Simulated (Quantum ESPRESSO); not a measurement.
AlPt, 2 atoms in the cell. The structure is cubic, space group Pm-3m (No. 221). Conventional cell: a = 3.092 Å, b = 3.092 Å, c = 3.092 Å, α = 90.00°, β = 90.00°, γ = 90.00°. Around Pt (site symmetry m-3m) lie 8 Al at 2.68 Å. Al (site symmetry m-3m) has 8 Pt at 2.68 Å as nearest neighbours. Measurements of this composition are mostly on another form, of space group No. 198.

* Program: Quantum ESPRESSO 7.5
* Task: single point
* Functional: PBEsol
* Potentials or basis: GBRV 1.5 PBEsol
* Cutoff: 612 eV
* Density cutoff: 4898 eV
* k mesh: 9 × 9 × 9
* Occupations: fermi-dirac, width 0.05 eV
* Spin: no spin polarisation
* Mixing beta: 0.5
* Most SCF iterations: 120
* SCF threshold: 4e-10 Ry

Potentials or basis: GBRV 1.5 PBEsol.

Command:

```sh
$ OMP_NUM_THREADS=1 mpirun -n 2 pw.x -nk 2 -in pw.in > pw.out
$ OMP_NUM_THREADS=1 mpirun -n 1 pp.x -in pp_density.in > pp_density.out
$ OMP_NUM_THREADS=1 mpirun -n 1 pp.x -in pp_potential.in > pp_potential.out
```

Hardware: 2 MPI ranks on Arm Neoverse V2 (shared host).

**Question.** How long does it take, and how much memory?

**Answer.** Run time: 6.7 s on 2 MPI ranks on Arm Neoverse V2 (shared host), peak memory 0.18 GiB a rank. Counts: scf iterations 10, k pools 2, bands 16, k points 35, g dense 22983.
